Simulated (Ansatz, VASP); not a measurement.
## One calculation of Cu, two programs

Contents of INCAR:

```
SYSTEM = Cu
PREC = Accurate
ENCUT = 600
EDIFF = 1E-7
ISMEAR = 0
SIGMA = 0.1
LREAL = .False.
LASPH = .True.
NELM = 80
ALGO = Normal
ISIF = 3
LWAVE = .False.
LCHARG = .False.
IBRION = 2
NSW = 100
EDIFFG = -0.005
```

KPOINTS

```
Automatic mesh
0
Gamma
  20 20 20
  0 0 0
```

POSCAR

```
Cu
1.0
    0.0000000000      1.7594476934      1.7594476934
    1.7594476934      0.0000000000      1.7594476934
    1.7594476934      1.7594476934      0.0000000000
Cu
1
Direct
    0.0000000000      0.0000000000      0.0000000000
```

Input for Ansatz:

```yaml
crystal:
  lattice:
    - [0.0, 1.759447693, 1.759447693]
    - [1.759447693, 0.0, 1.759447693]
    - [1.759447693, 1.759447693, 0.0]
  atoms:
    - { symbol: Cu, position: [0.0, 0.0, 0.0] }
basis:
  ecutwfc: 420
kpoints:
  mp_grid: { grid: [20, 20, 20] }
hamiltonian:
  xc: lda
scf:
  occupations: { method: gaussian, width: 0.1 }
output:
  forces: true
  stress: true
  eigenvalues: true
  write_density: true
  write_potential: true
  elf: true
  volumetric_format: npy
relax:
  adjacent_minimum: "off"
  f_tol: 0.005
  max_steps: 80
  cell: { stress_tol: 0.05 }
```

Alike in both runs: task relaxation of cell and atoms; functional LDA; k mesh 20 × 20 × 20; occupations gaussian, width 0.1 eV; no spin polarisation.

```csv
,VASP,Ansatz
version,VASP 6.6.1,Ansatz 0.2.0
potentials or method,"VASP PAW LDA potentials, release 64 (Cu)","scalar-relativistic, plane waves, PAW"
plane-wave cutoff (eV),600,420
valence electrons in the cell,11,19
```

```csv
,VASP,Ansatz,Ansatz less VASP
"gap on the k mesh at the Fermi level, each at its own relaxed structure (eV)",none,none,-
relaxed volume (Å³/atom),10.94,10.89,-0.050
relaxed cell length with the largest relative difference (Å),2.492,2.488,-0.0038
```

A gap of «none» marks a metal or a gap that the smearing closes. The two sets of potentials don't hold the same shells in valence.
